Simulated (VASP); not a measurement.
Write the native input for VASP 6.6.1 that does the following.

```
Task                   : atomic charges
Functional             : PBE
Dispersion             : rVV10
Potentials or basis    : VASP PAW PBE potentials, release 64 (Mo_sv)
Cutoff                 : 520 eV
k mesh                 : 12 × 12 × 12
Occupations            : tetrahedron
Spin                   : no spin polarisation
Further INCAR settings : ALGO = Fast; EDIFF = 1e-07
```

The structure of Mo lies in POSCAR:

```
Mo
1.0
   -1.5838089719      1.5838089719      1.5838089719
    1.5838089719     -1.5838089719      1.5838089719
    1.5838089719      1.5838089719     -1.5838089719
Mo
1
Cartesian
    0.0000000000      0.0000000000      0.0000000000
```

The input as run:

INCAR

```
SYSTEM = Mo
ALGO     = Fast           ! electronic algorithm
BPARAM   = 10.0         
CPARAM   = 0.0093       
EDIFF    = 1E-7           ! SCF threshold, eV
ENCUT    = 520            ! plane-wave cutoff, eV
GGA      = PE             ! functional
ISIF     = 2              ! what is computed and relaxed
ISMEAR   = -5             ! smearing method
IVDW_NL  = 2            
LASPH    = .TRUE.         ! aspherical terms in the spheres
LCHARG   = .FALSE.        ! write CHGCAR
LORBIT   = 10             ! projections on sites
LREAL    = .FALSE.        ! projectors in reciprocal space
LUSE_VDW = .TRUE.       
LWAVE    = .FALSE.        ! write WAVECAR
NELM     = 100            ! most SCF steps
PREC     = Accurate       ! precision mode
SIGMA    = 0.05           ! smearing width, eV
```

KPOINTS

```
k-points
0
G
  12 12 12
  0 0 0
```

Potentials or basis: VASP PAW PBE potentials, release 64 (Mo_sv).

Command:

```sh
$ cat potpaw_PBE.64/Mo_sv/POTCAR > POTCAR
$ mpirun -np 1 vasp_std > vasp.out
```

Results of the run:

```
Pressure                                              : -2.8 GPa
Band gap on the k mesh                                : none (metal or under the smearing width)
Valence electrons inside the program's atomic spheres : Mo 12.45
```

Caveat: tetrahedron occupations give inexact forces and stress in metals.

It took 20 s on 1 thread of Intel(R) Xeon(R) 6975P-C (Granite Rapids), with other jobs on the host, peak memory 0.17 GiB.
